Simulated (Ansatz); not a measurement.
ScAl2 under pressure: fit and missing row

ScAl2, Fd-3m, a = 7.555 Å. The structure is a Materials Project entry; whether it is the stable form wasn't checked. Ansatz: r2SCAN, PAW, 500 eV, Γ-centred 8×8×8 mesh on 6 atoms, Gaussian smearing 0.10 eV; no spin polarisation. Cell and atoms are relaxed at each pressure, and no other structure is tried, so the rows at high pressure may lie past a change of phase.

| V (Å³/atom) | P (GPa) |
| --- | --- |
| 11.795 | 89.99 |
| 13.368 | 49.99 |
| 14.965 | 24.94 |
| ? | 12.00 |
| 17.279 | 4.05 |
| 17.799 | 0.95 |
| 17.970 | 0.03 |
| 18.176 | -1.03 |

Take V0 = 17.970 Å³/atom, count pressures from its P0 = 0.03 GPa, fit the third-order Birch–Murnaghan form to the other rows, and predict the missing volume.

With the Eulerian strain f = ½[(V0/V)^(2/3) − 1] and y = (P − P0)/[3f(1 + 2f)^(5/2)], the form is the line y = B0 + 1.5 B0 (B0′ − 4) f. Rows (f, y): 0.16202, 91.8; 0.10901, 93.3; 0.06487, 94.4; 0.01324, 94.8; 0.00320, 94.3; -0.00379, 95.0. Means f = 0.05809, y = 93.933; Σ(Δf)² = 0.02229, ΣΔfΔy = -0.3758; the slope is their ratio. y = 94.91 − 16.86 f GPa, so B0 = 94.9 GPa and B0′ = 4 + 2 × (-16.86)/(3 × 94.91) = 3.88. P = 12.00 GPa is met at f = 0.03562 (y = 94.31), so V = V0 (1 + 2f)^(−3/2) = 16.208 Å³/atom. The run gave 16.212 Å³/atom, so the fit is 0.004 Å³/atom too low, within the rms miss on the fitted rows (0.007 Å³/atom).

The mesh isn't the same in all rows (8×8×8, 10×10×10).